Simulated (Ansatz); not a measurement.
Here is an Ansatz 0.2.0 calculation.

input.yaml

```yaml
crystal:
  lattice:
    - [4.3662, 0.0, 0.0]
    - [-2.1831, 3.781240118, 0.0]
    - [0.0, 0.0, 4.9536]
  atoms:
    - { symbol: Se, position: [0.778944, 0.778036, 0.002632] }
    - { symbol: Se, position: [0.009181, 0.236059, 0.657835] }
    - { symbol: Se, position: [0.227814, 0.00178, 0.327381] }
kpoints:
  mp_grid: { grid: [7, 7, 6] }
scf:
  occupations: { method: fermi_dirac, width: 0.05 }
hamiltonian:
  xc: pbesol
  pseudopotentials: { kind: all_electron, lapw: { basis_error: 0.001 } }
output:
  forces: true
  stress: true
  eigenvalues: true
  populations: true
```

Potentials or basis: all-electron LAPW, scalar-relativistic.

Command:

```console
$ ansatz run input.yaml --threads 2 --pin off --max-ram 8192MiB --backend cpu --events-out ev --progress --plain --runs-dir out
```

Question: Estimate the band gap on the k mesh.

Answer: 0.86 eV, indirect (least direct gap 1.29 eV).

Question: Predict the largest force.

Answer: 0.557 eV/Å.

Question: What does it give for the pressure?

Answer: 0.0 GPa.

Forces in eV/Å, atoms in the order of the input:
```
Se  -0.239 -0.112 -0.491
Se  -0.149  0.017  0.318
Se   0.388  0.095  0.172
```

Caveat: an odd mesh through Γ misses points on the zone boundary, where band edges often lie.
